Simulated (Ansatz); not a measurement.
Runs of Ansatz 0.2.0 on NbP. The structure is tetragonal, space group I4_1md (No. 109). Conventional cell: a = 3.350 Å, b = 3.350 Å, c = 11.480 Å, α = 90.00°, β = 90.00°, γ = 90.00°. Nb (site symmetry 2mm) has 6 P at 2.55 Å as nearest neighbours. P (site symmetry 2mm) is surrounded by 6 Nb at 2.55 Å. The cell is a database's computed one.

| task | level | cell | k mesh | smearing | gap on the mesh (eV) | pressure (GPa) | relaxed volume (Å³/atom) | largest force (eV/Å) |
| --- | --- | --- | --- | --- | --- | --- | --- | --- |
| relaxation of cell and atoms | BLYP+D4 | relaxed | 11 × 11 × 11 | fermi-dirac 0.05 eV | - | 0.0 | 16.08 | - |
| relaxation of cell and atoms | BLYP+D3(BJ) | relaxed | 11 × 11 × 11 | fermi-dirac 0.05 eV | - | 0.0 | (a) | - |
| single point | PBE | as given | 11 × 11 × 11 | gaussian 0.03 eV | none | -1.1 | - | 0.02 |
| phonons | LDA | as given | 8 × 8 × 8 | fermi-dirac 0.05 eV | none | - | - | - |
| single point | PBE | as given | 11 × 11 × 11 | gaussian 0.029 eV | none | -1.1 | - | 0.02 |

Alike in all rows: potentials or basis Ansatz PAW; no spin polarisation; cutoff (eV) 420.

Task: Estimate the missing entries.

Result: (a) 15.51.

Caveats: the PAW data sets come from PBE, with cores solved anew for the run's functional, which leaves a small shift of forces and pressure (some runs); the plane-wave basis is chosen anew once the cell has moved, so the energies of steps on either side of that aren't comparable (some runs).

A k mesh can miss the band edges, and the runs leave out spin-orbit coupling on Nb.

A gap of «none» marks a metal or a gap under the smearing width.
